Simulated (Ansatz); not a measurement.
# TiO2: how settings move the results

This session on TiO2 sets out to test the plane-wave cutoff on the displaced cell.

Program: Ansatz 0.2.0. Level of theory: DFT PBE, scalar-relativistic, plane waves, PAW. These are calculated values, not measurements.

1 further run of the same task is left out (set aside as unsound or not needed).

**1. The starting structure**

Symmetry: C2/c, No. 15, monoclinic system. The conventional cell has a = 5.412 Å, b = 5.413 Å, c = 5.472 Å, α = 90.00°, β = 118.77°, γ = 90.00°. Around Ti (site symmetry 2) lie 6 O at 1.93 to 2.00 Å. O (site symmetry 1) has 3 Ti at 1.93 to 2.00 Å as nearest neighbours.

Cell or atoms stand a little off a more symmetric structure (I4_1/amd at a tolerance of 0.3 Å), so results at this geometry aren't those of that ideal crystal.

As a file:

```
Ti O
1.0
     2.70603   -2.70666    0.00000
     2.70603    2.70666    0.00000
    -2.63353    0.00000    4.79664
Ti O
2 4
Direct
  0.13411 0.86589 0.25000
  0.86589 0.13411 0.75000
  0.33122 0.08876 0.66715
  0.66878 0.91124 0.33285
  0.91124 0.66878 0.83285
  0.08876 0.33122 0.16715
```

The structure comes from the Materials Project (structure only); it is used as listed.

**2. The base input**

File input.yaml:

```yaml
crystal:
  lattice:
    - [2.706034, -2.706655, 0.0]
    - [2.706034, 2.706655, 0.0]
    - [-2.633531, 0.0, 4.796637]
  atoms:
    - { symbol: Ti, position: [0.13411, 0.86589, 0.25] }
    - { symbol: Ti, position: [0.86589, 0.13411, 0.75] }
    - { symbol: O, position: [0.331221, 0.088755, 0.667149] }
    - { symbol: O, position: [0.668779, 0.911245, 0.332851] }
    - { symbol: O, position: [0.911245, 0.668779, 0.832851] }
    - { symbol: O, position: [0.088755, 0.331221, 0.167149] }
basis:
  ecutwfc: 420
kpoints:
  mp_grid: { grid: [8, 8, 6] }
hamiltonian:
  xc: pbe
scf:
  occupations: { method: gaussian, width: 0.02 }
output:
  forces: true
  stress: true
  eigenvalues: true
  populations: true
  write_density: true
  write_potential: true
  elf: true
  volumetric_format: npy
```

It was run beforehand and gave: -1212.9146 eV/atom at zero smearing, pressure -1.66 GPa, largest force 0.128 eV/Å, gap on the mesh 2.07 eV, in 6 SCF cycles and 7.2 s.

The runs on the displaced cell use a copy made earlier, with the atoms moved and the axes strained (about 1 %) at random, so that forces and shear stress do not vanish.

**3. Plane-wave cutoff on the displaced cell: 200 eV**

File input.yaml:

```yaml
crystal:
  lattice:
    - [2.6805548658, -2.7284128728, -0.0617389515]
    - [2.6752617647, 2.7231209861, -0.0543959535]
    - [-2.709087563, 0.0090815493, 4.8052823094]
  atoms:
    - { symbol: Ti, position: [0.1219484995, 0.8575515384, 0.2362471605] }
    - { symbol: Ti, position: [0.8755807488, 0.1482181876, 0.7558577591] }
    - { symbol: O, position: [0.3540058329, 0.0989456189, 0.673829521] }
    - { symbol: O, position: [0.6731971283, 0.9418963086, 0.3216654504] }
    - { symbol: O, position: [0.9681807552, 0.6826863602, 0.8467382601] }
    - { symbol: O, position: [0.0640405078, 0.3491038293, 0.1745947979] }
basis:
  ecutwfc: 200
kpoints:
  mp_grid: { grid: [6, 6, 6] }
hamiltonian:
  xc: pbe
scf:
  occupations: { method: gaussian, width: 0.02 }
output:
  forces: true
  stress: true
  eigenvalues: true
```

The run is started by

```sh
> ansatz run input.yaml --threads 1 --pin off --max-ram 2560MiB --backend cpu --events-out ev --progress --plain --runs-dir out
```

Standard output, cut to the lines that bear on the results:

```text
Warning: basis.ecutwfc = 200 eV is below the records' recommended 420 eV, and the density's cutoff is lower with it unless basis.ecutrho_ratio is high enough to keep the records' density cutoff: compare with a run at a higher cutoff
Warning: RAYON_NUM_THREADS=1 ignored (pool sized by the plan → 1); use --threads N
[...]
Pseudopotentials: kind: paw
Pseudopotential: Ti, paw, valence charge 12, recommended cutoff 420 eV (normal), Ti.paw.azcp
Pseudopotential: O, paw, valence charge 6, recommended cutoff 420 eV (normal), O.paw.azcp
Functional definition: PBE
[...]
Crystal: 6 atoms, lattice volume = 69.293 Å³
Basis set: ecut = 200 eV, 447 PW (Γ), exchange–correlation on 36×36×54 points (8 copies of the dense FFT grid, shifted against one another)
Bands: 30, of which v1, the nominal top of the filled ones, is band 24 counted from 1 (23 counted from 0)
Symmetry: 1 space group operations
Space group: P1 (ITA 1), of the structure as read, at distance tolerance 4.1e-5 Å
k-points: 112 of 216 (time reversal used)
[...]
SCF iter   1: F=—  HF=-7245.210670 eV  |F-HF|=—  |Δ(HF+E_count)|=         —  Δρ=1.47e-1  dr2=5.92e0  ethr=1.77e-3  ⟨swp⟩=5.1  Hψ=13673  notcnv=0
[...]
SCF iter  10: F=-7242.771177 eV  HF=-7242.771177 eV  |F-HF|=1.21e-9  |Δ(HF+E_count)|=   1.07e-9  Δρ=4.66e-6  dr2=1.67e-8  ethr=2.08e-10  ⟨swp⟩=4.0  Hψ=10310  notcnv=0
[...]
SCF converged after 10 iterations
Free energy (F): -7242.771177 eV
[...]
E sigma→0 (E₀):  -7242.771177 eV
Fermi energy:    8.687116 eV
[...]
--- Forces (eV/Å), atoms counted from 1 ---
  atom   1  Ti     1.68775548     1.10825421     3.74803336
  atom   2  Ti     0.14623018    -1.87377935    -1.56168057
  atom   3  O     -0.91662665     0.68749589    -0.89525077
  atom   4  O     -0.76339810     0.51547008     1.79246113
  atom   5  O      0.78656446     0.90063147    -2.24874489
  atom   6  O     -0.94069708    -1.33789216    -0.83579106
[...]
--- Stress (GPa, compression-positive) ---
       11.264242       5.752154       4.018878
        5.752154       8.336074       2.315406
        4.018878       2.315406       9.972986
  P = ⅓ Tr σ = 9.8578 GPa (98.578 kbar)
--- Band table (eV; the first three rows and the last of 112) ---
[...]
```

Run time: 5 s. Hardware: 1 thread of Intel Xeon 6975P-C (Granite Rapids), shared host; peak memory 0.42 GiB.

Read-out: -1207.1285 eV/atom at zero smearing, pressure 9.86 GPa, largest force 4.257 eV/Å and a gap of 2.36 eV on the mesh. The log warns that the cutoff lies under the recommended one.

**4. Plane-wave cutoff on the displaced cell: 250 eV**

input.yaml, as its differences from that of step 3:

```diff
@@ -13,3 +13,3 @@
 basis:
-  ecutwfc: 200
+  ecutwfc: 250
 kpoints:
```

The run is started by

```sh
> ansatz run input.yaml --threads 1 --pin off --max-ram 2560MiB --backend cpu --events-out ev --progress --plain --runs-dir out
```

Standard output, cut to the lines that bear on the results:

```text
Warning: basis.ecutwfc = 250 eV is below the records' recommended 420 eV, and the density's cutoff is lower with it unless basis.ecutrho_ratio is high enough to keep the records' density cutoff: compare with a run at a higher cutoff
Warning: RAYON_NUM_THREADS=1 ignored (pool sized by the plan → 1); use --threads N
[...]
Pseudopotentials: kind: paw
Pseudopotential: Ti, paw, valence charge 12, recommended cutoff 420 eV (normal), Ti.paw.azcp
Pseudopotential: O, paw, valence charge 6, recommended cutoff 420 eV (normal), O.paw.azcp
Functional definition: PBE
[...]
Crystal: 6 atoms, lattice volume = 69.293 Å³
Basis set: ecut = 250 eV, 593 PW (Γ), exchange–correlation on 40×40×60 points (8 copies of the dense FFT grid, shifted against one another)
Bands: 30, of which v1, the nominal top of the filled ones, is band 24 counted from 1 (23 counted from 0)
Symmetry: 1 space group operations
Space group: P1 (ITA 1), of the structure as read, at distance tolerance 4.1e-5 Å
k-points: 112 of 216 (time reversal used)
[...]
SCF iter   1: F=—  HF=-7268.442851 eV  |F-HF|=—  |Δ(HF+E_count)|=         —  Δρ=5.79e-2  dr2=7.43e-1  ethr=1.77e-3  ⟨swp⟩=4.9  Hψ=13572  notcnv=0
[...]
SCF iter  10: F=-7268.223252 eV  HF=-7268.223252 eV  |F-HF|=3.14e-8  |Δ(HF+E_count)|=   3.07e-8  Δρ=1.06e-5  dr2=8.90e-8  ethr=2.08e-10  ⟨swp⟩=3.0  Hψ=11398  notcnv=0
[...]
SCF converged after 10 iterations
Free energy (F): -7268.223252 eV
[...]
E sigma→0 (E₀):  -7268.223252 eV
Fermi energy:    8.356341 eV
[...]
--- Forces (eV/Å), atoms counted from 1 ---
  atom   1  Ti     0.55382866     0.45716446     1.74297727
  atom   2  Ti    -0.13250738    -0.13925256    -0.72210135
  atom   3  O      0.15894190    -0.36544201    -0.00143901
  atom   4  O     -0.62840459     0.08101789     0.79015442
  atom   5  O     -0.15660220     0.17853484    -1.15958952
  atom   6  O      0.20482920    -0.21203585    -0.65010814
[...]
--- Stress (GPa, compression-positive) ---
       -3.779931       6.284168       2.181910
        6.284168      -6.163834       1.002688
        2.181910       1.002687      -3.129209
  P = ⅓ Tr σ = -4.3577 GPa (-43.577 kbar)
--- Band table (eV; the first three rows and the last of 112) ---
[...]
```

Run time: 6.3 s. Hardware: 1 thread of Intel Xeon 6975P-C (Granite Rapids), shared host; peak memory 0.44 GiB.

Result: -1211.3705 eV/atom at zero smearing, pressure -4.36 GPa, largest force 1.885 eV/Å and a gap of 2.27 eV on the mesh. The log warns that the cutoff lies under the recommended one.

**5. Plane-wave cutoff on the displaced cell: 300 eV**

input.yaml, as its differences from that of step 4:

```diff
@@ -13,3 +13,3 @@
 basis:
-  ecutwfc: 250
+  ecutwfc: 300
 kpoints:
```

The run is started by

```sh
> ansatz run input.yaml --threads 1 --pin off --max-ram 2560MiB --backend cpu --events-out ev --progress --plain --runs-dir out
```

Standard output, cut to the lines that bear on the results:

```text
Warning: basis.ecutwfc = 300 eV is below the records' recommended 420 eV, and the density's cutoff is lower with it unless basis.ecutrho_ratio is high enough to keep the records' density cutoff: compare with a run at a higher cutoff
Warning: RAYON_NUM_THREADS=1 ignored (pool sized by the plan → 1); use --threads N
[...]
Pseudopotentials: kind: paw
Pseudopotential: Ti, paw, valence charge 12, recommended cutoff 420 eV (normal), Ti.paw.azcp
Pseudopotential: O, paw, valence charge 6, recommended cutoff 420 eV (normal), O.paw.azcp
Functional definition: PBE
[...]
Crystal: 6 atoms, lattice volume = 69.293 Å³
Basis set: ecut = 300 eV, 825 PW (Γ), exchange–correlation on 48×48×64 points (8 copies of the dense FFT grid, shifted against one another)
Bands: 30, of which v1, the nominal top of the filled ones, is band 24 counted from 1 (23 counted from 0)
Symmetry: 1 space group operations
Space group: P1 (ITA 1), of the structure as read, at distance tolerance 4.1e-5 Å
k-points: 112 of 216 (time reversal used)
[...]
SCF iter   1: F=—  HF=-7275.159982 eV  |F-HF|=—  |Δ(HF+E_count)|=         —  Δρ=2.06e-2  dr2=7.49e-2  ethr=1.77e-3  ⟨swp⟩=5.2  Hψ=13678  notcnv=0
[...]
SCF iter   9: F=-7275.159590 eV  HF=-7275.159590 eV  |F-HF|=2.01e-8  |Δ(HF+E_count)|=   1.30e-7  Δρ=7.88e-6  dr2=4.80e-8  ethr=2.08e-10  ⟨swp⟩=6.0  Hψ=11346  notcnv=0
[...]
SCF converged after 9 iterations
Free energy (F): -7275.159590 eV
[...]
E sigma→0 (E₀):  -7275.159590 eV
Fermi energy:    8.318154 eV
[...]
--- Forces (eV/Å), atoms counted from 1 ---
  atom   1  Ti     0.30927723     0.22496455     1.49498462
  atom   2  Ti    -0.18976899     0.00404329    -0.83446818
  atom   3  O      0.22347664    -0.39815261    -0.01617451
  atom   4  O     -0.51925760     0.07749635     0.81550839
  atom   5  O     -0.15686969     0.13584859    -1.00473679
  atom   6  O      0.33314834    -0.04420413    -0.45506416
[...]
--- Stress (GPa, compression-positive) ---
        0.779115       5.414530       2.332031
        5.414530      -0.710652       0.754233
        2.332031       0.754233       2.888630
  P = ⅓ Tr σ = 0.9857 GPa (9.857 kbar)
--- Band table (eV; the first three rows and the last of 112) ---
[...]
```

It took 6.7 s on 1 thread of Intel Xeon 6975P-C (Granite Rapids), shared host; peak memory 0.47 GiB.

Result: -1212.5266 eV/atom at zero smearing, pressure 0.99 GPa, largest force 1.543 eV/Å and a gap of 2.18 eV on the mesh. The log warns that the cutoff lies under the recommended one.

**6. Plane-wave cutoff on the displaced cell: 350 eV**

input.yaml, as its differences from that of step 5:

```diff
@@ -13,3 +13,3 @@
 basis:
-  ecutwfc: 300
+  ecutwfc: 350
 kpoints:
```

The run is started by

```sh
> ansatz run input.yaml --threads 1 --pin off --max-ram 2560MiB --backend cpu --events-out ev --progress --plain --runs-dir out
```

Standard output:

```text
Warning: basis.ecutwfc = 350 eV is below the records' recommended 420 eV, and the density's cutoff is lower with it unless basis.ecutrho_ratio is high enough to keep the records' density cutoff: compare with a run at a higher cutoff
Warning: RAYON_NUM_THREADS=1 ignored (pool sized by the plan → 1); use --threads N
Engine: ansatz 0.2.0, x86_64-unknown-linux-gnu
Pseudopotentials: kind: paw
Pseudopotential: Ti, paw, valence charge 12, recommended cutoff 420 eV (normal), Ti.paw.azcp
Pseudopotential: O, paw, valence charge 6, recommended cutoff 420 eV (normal), O.paw.azcp
Functional definition: PBE
  parameter kappa = 0.804
  parameter beta = 0.06672455060314922
  exchange = pbe_x(kappa = kappa, mu = beta*pi^2/3)
  correlation = pbe_c(beta = beta)
Crystal: 6 atoms, lattice volume = 69.293 Å³
Basis set: ecut = 350 eV, 1035 PW (Γ), exchange–correlation on 48×48×72 points (8 copies of the dense FFT grid, shifted against one another)
Bands: 30, of which v1, the nominal top of the filled ones, is band 24 counted from 1 (23 counted from 0)
Symmetry: 1 space group operations
Space group: P1 (ITA 1), of the structure as read, at distance tolerance 4.1e-5 Å
k-points: 112 of 216 (time reversal used)
Non-local potential: Ti, projectors of the file, l = 0: 3, l = 1: 2, l = 2: 3, l = 3: 1
Non-local potential: O, projectors of the file, l = 0: 2, l = 1: 2, l = 2: 1
PAW form: soft (Blöchl's): semilocal exchange-correlation on the pseudo side does not see the compensation charge
PAW one-centre angular grid: Ti, 590 points (default); XC on 64 Gauss nodes
PAW one-centre angular grid: O, 110 points (default); XC on 64 Gauss nodes
Initial density: superposition of atomic densities (neutral atoms: chi_scale 0, normalization atom), corrected by the library's trained network
Initial wavefunctions: pseudopotential atomic-orbital guess
Functional: x = pbe(κ = 0.804, μ = 0.2195149727645171), c = pbe(β = 0.06672455060314922)
SCF iter   1: F=—  HF=-7276.898631 eV  |F-HF|=—  |Δ(HF+E_count)|=         —  Δρ=6.58e-3  dr2=6.24e-3  ethr=1.77e-3  ⟨swp⟩=5.3  Hψ=13857  notcnv=0
preconditioner: auto → Resta (q_TF=auto, 2.566 Å⁻¹)  ε∞=7.9  [insulator: Δε(μ)=2.199 eV  Ē_g=9.580 eV  σ=0.020 eV  W_gap=1.00  n_scr=18 (ndim 8)  ℏωp=25.2 eV  f_vac=0.100  D(μ)=0.00/eV (n_scr^D=0)  ε∞_Penn≈7.9]
SCF iter   2: F=—  HF=-7276.901419 eV  |F-HF|=—  |Δ(HF+E_count)|=   2.79e-3  Δρ=3.13e-3  dr2=1.86e-3  ethr=1.30e-5  ⟨swp⟩=2.0  Hψ=6233  notcnv=0  defer=168
SCF iter   3: F=—  HF=-7276.902872 eV  |F-HF|=—  |Δ(HF+E_count)|=   1.45e-3  Δρ=1.56e-3  dr2=7.55e-4  ethr=3.89e-6  ⟨swp⟩=2.9  Hψ=6204  notcnv=0  defer=56
automatic band count: iteration 3 solves 29 bands in place of 30: the levels show a gap, and the empty bands left out lie too high to hold charge; the band table lists the bands solved (type scf.n_extra_bands for more)
SCF iter   4: F=—  HF=-7276.903073 eV  |F-HF|=—  |Δ(HF+E_count)|=   2.01e-4  Δρ=3.47e-4  dr2=4.27e-5  ethr=1.57e-6  ⟨swp⟩=2.0  Hψ=4644  notcnv=0  defer=56
SCF iter   5: F=—  HF=-7276.903264 eV  |F-HF|=—  |Δ(HF+E_count)|=   1.91e-4  Δρ=9.78e-5  dr2=5.87e-6  ethr=8.90e-8  ⟨swp⟩=2.0  Hψ=4870  notcnv=0  defer=56
SCF iter   6: F=—  HF=-7276.903265 eV  |F-HF|=—  |Δ(HF+E_count)|=   1.32e-6  Δρ=5.06e-5  dr2=1.93e-6  ethr=1.22e-8  ⟨swp⟩=2.0  Hψ=4758  notcnv=0  defer=56
SCF iter   7: F=—  HF=-7276.903266 eV  |F-HF|=—  |Δ(HF+E_count)|=   8.07e-7  Δρ=2.64e-5  dr2=6.43e-7  ethr=4.01e-9  ⟨swp⟩=2.0  Hψ=4449  notcnv=0  defer=56
SCF iter   8: F=-7276.903266 eV  HF=-7276.903266 eV  |F-HF|=4.26e-8  |Δ(HF+E_count)|=   1.49e-7  Δρ=6.93e-6  dr2=4.50e-8  ethr=2.08e-10  ⟨swp⟩=4.7  Hψ=13256  notcnv=0
SCF 1 converged in 8 iterations: F = -7276.903266 eV  dr2 = 4.50e-8
SCF converged after 8 iterations
Free energy (F): -7276.903266 eV
Harris-Foulkes:  -7276.903266 eV  (|F-HF|=4.26e-8)
Internal energy: -7276.903266 eV  (E = F + TS)
E sigma→0 (E₀):  -7276.903266 eV
Fermi energy:    8.335902 eV
--- Per-component energies (eV) ---
  E_band       = -465.713011
  E_kinetic    = 1250.384053
  E_local      = -3593.250091  (includes V_loc(G=0)·N_el)
  E_nonlocal   = 193.450532
  E_hartree    = 1392.092381
  E_xc         = -493.402412
  E_vxc        = -624.808396  (∫ρ·V_xc dr)
  E_paw        = -2721.370121  (= ΣΔE_a)
  E_vpaw       = -475.683925  (= ΣTr[D̂ρ^β])
  E_aug_tail   = 0.013905  (compensation charges beyond the density's cutoff)
  E_ewald      = -3304.821512
  E_smearing   = -0.000000  (= −TS)
  E_closure    = -0.000000  (closes the sum)
  Σ components = -7276.903266   (vs F -7276.903266, Δ=0.00e0)
--- Forces (eV/Å), atoms counted from 1 ---
  atom   1  Ti     0.43154041     0.30350772     1.66360555
  atom   2  Ti    -0.16704251    -0.18589886    -0.90058149
  atom   3  O      0.12349680    -0.31225582    -0.06423104
  atom   4  O     -0.55881692     0.12535523     0.84410696
  atom   5  O     -0.07029320     0.21178474    -1.11328267
  atom   6  O      0.24110086    -0.14249524    -0.42963685
  max |Σ_I F_I| component: 1.95e-5 eV/Å
--- Stress (GPa, compression-positive) ---
        1.981544       5.355357       2.386223
        5.355357       0.256522       0.954830
        2.386223       0.954830       3.519526
  P = ⅓ Tr σ = 1.9192 GPa (19.192 kbar)
--- Band table (eV; the first three rows and the last of 112) ---
  k-point 0: bands = ["-49.3850", "-49.0745", "-25.7930", "-25.6331", "-25.5822", "-25.3605", "-25.3237", "-25.2536", "-10.5354", "-9.6278", "-9.2863", "-8.9116", "3.0832", "3.2751", "3.6561", "3.8108", "4.6952", "5.0082", "5.2272", "6.2062", "6.2727", "6.3920", "6.4439", "6.7892", "9.4373", "10.0090", "10.8708", "10.8864", "10.9911"]
  k-point 1: bands = ["-49.3843", "-49.0752", "-25.7733", "-25.6338", "-25.5838", "-25.3645", "-25.3401", "-25.2519", "-10.4639", "-9.6244", "-9.3416", "-8.9425", "3.1096", "3.3226", "3.6628", "3.7167", "4.7180", "5.2095", "5.2590", "6.0339", "6.1347", "6.2527", "6.5916", "6.8321", "9.4572", "9.9850", "10.8189", "10.8678", "11.0497"]
  k-point 2: bands = ["-49.3828", "-49.0767", "-25.7279", "-25.6329", "-25.5874", "-25.4046", "-25.3488", "-25.2484", "-10.2837", "-9.6460", "-9.4578", "-9.0083", "3.1518", "3.3622", "3.6409", "3.7579", "4.7179", "5.2988", "5.5082", "5.7184", "5.9776", "6.1220", "6.6942", "6.8896", "9.5083", "9.9226", "10.7767", "10.8501", "11.1113"]
  k-point 111: bands = ["-49.3782", "-49.0742", "-25.8010", "-25.7191", "-25.6603", "-25.3949", "-25.3529", "-25.2922", "-9.4867", "-9.0923", "-8.8097", "-8.6860", "2.4190", "2.7775", "2.9334", "3.1253", "3.2948", "3.5081", "4.2844", "4.5295", "5.0493", "5.3568", "6.9615", "7.2315", "10.2602", "10.6145", "10.7111", "11.1808", "11.7305"]
```

Wall time 7.3 s (1 thread of Intel Xeon 6975P-C (Granite Rapids), shared host); peak memory 0.45 GiB.

Result: -1212.8172 eV/atom at zero smearing, pressure 1.92 GPa, largest force 1.745 eV/Å and a gap of 2.20 eV on the mesh. The log warns that the cutoff lies under the recommended one.

**7. Plane-wave cutoff on the displaced cell set to 600 eV**

input.yaml, as its differences from that of step 6:

```diff
@@ -13,3 +13,3 @@
 basis:
-  ecutwfc: 350
+  ecutwfc: 600
 kpoints:
```

The run is started by

```sh
> ansatz run input.yaml --threads 1 --pin off --max-ram 2560MiB --backend cpu --events-out ev --progress --plain --runs-dir out
```

Standard output, cut to the lines that bear on the results:

```text
Warning: RAYON_NUM_THREADS=1 ignored (pool sized by the plan → 1); use --threads N
[...]
Pseudopotentials: kind: paw
Pseudopotential: Ti, paw, valence charge 12, recommended cutoff 420 eV (normal), Ti.paw.azcp
Pseudopotential: O, paw, valence charge 6, recommended cutoff 420 eV (normal), O.paw.azcp
Functional definition: PBE
[...]
Crystal: 6 atoms, lattice volume = 69.293 Å³
Basis set: ecut = 600 eV, 2315 PW (Γ), exchange–correlation on 64×64×90 points (8 copies of the dense FFT grid, shifted against one another)
Bands: 30, of which v1, the nominal top of the filled ones, is band 24 counted from 1 (23 counted from 0)
Symmetry: 1 space group operations
Space group: P1 (ITA 1), of the structure as read, at distance tolerance 4.1e-5 Å
k-points: 112 of 216 (time reversal used)
[...]
SCF iter   1: F=—  HF=-7277.304101 eV  |F-HF|=—  |Δ(HF+E_count)|=         —  Δρ=3.34e-3  dr2=2.30e-3  ethr=1.77e-3  ⟨swp⟩=5.8  Hψ=14108  notcnv=0
[...]
SCF iter   8: F=-7277.305744 eV  HF=-7277.305744 eV  |F-HF|=3.33e-10  |Δ(HF+E_count)|=   1.24e-7  Δρ=7.24e-6  dr2=3.17e-8  ethr=2.08e-10  ⟨swp⟩=6.7  Hψ=12444  notcnv=0
[...]
SCF converged after 8 iterations
Free energy (F): -7277.305744 eV
[...]
E sigma→0 (E₀):  -7277.305744 eV
Fermi energy:    8.341049 eV
[...]
--- Forces (eV/Å), atoms counted from 1 ---
  atom   1  Ti     0.44968262     0.31576142     1.68497335
  atom   2  Ti    -0.15971492    -0.20316489    -0.89647799
  atom   3  O      0.11024207    -0.29826565    -0.05379330
  atom   4  O     -0.56496688     0.12853613     0.83587013
  atom   5  O     -0.05912097     0.21202546    -1.14103135
  atom   6  O      0.22384075    -0.15490831    -0.42949878
[...]
--- Stress (GPa, compression-positive) ---
        2.127389       5.395785       2.389139
        5.395785       0.371598       0.962757
        2.389138       0.962757       3.633432
  P = ⅓ Tr σ = 2.0441 GPa (20.441 kbar)
--- Band table (eV; the first three rows and the last of 112) ---
[...]
```

Run time: 14 s. Hardware: 1 thread of Intel Xeon 6975P-C (Granite Rapids), shared host; peak memory 0.6 GiB.

This run gives -1212.8843 eV/atom at zero smearing, pressure 2.04 GPa, largest force 1.772 eV/Å and a gap of 2.21 eV on the mesh.

**8. Summary: the plane-wave cutoff on the displaced cell**

ΔE: energy per atom at zero smearing, less that of the run at 600 eV. Pressure is positive in compression and holds a correction for the finite cutoff (Pulay stress).

```tsv
cutoff (eV)	ΔE (meV/atom)	pressure (GPa)	largest change of a force component (eV/Å)	gap on the mesh (eV)	plane waves at Γ	SCF cycles	CPU time
200	5756	9.86	2.063	2.364	447	10	5 s
250	1514	-4.36	0.221	2.273	593	10	6.3 s
300	358	0.99	0.207	2.181	825	9	6.7 s
350	67.1	1.92	0.028	2.203	1035	8	7.3 s
420	4.42	2.04	0.001	2.208	1339	8	11 s
600	0.00	2.04	0.000	2.207	2315	8	14 s
```

Times: CPU seconds on a shared machine, a rough guide.

**9. Outcome**

| quantity | value |
| --- | --- |
| plane-wave cutoff on the displaced cell: within 10 and 1 meV/atom of 600 eV from | 420 eV for 10; none of the others for 1 |

What this shows: The energy still moves by 4.42 meV/atom between the last two values of the plane-wave cutoff on the displaced cell, so 1 meV/atom is not shown to be reached. Much of this error cancels in differences between similar cells. The pressure is off by up to 7.8 GPa. Forces stay within 0.01 eV/Å of the reference from 420 eV on. In some runs cutoff or mesh lie under the advised values, so their numbers carry a basis error.
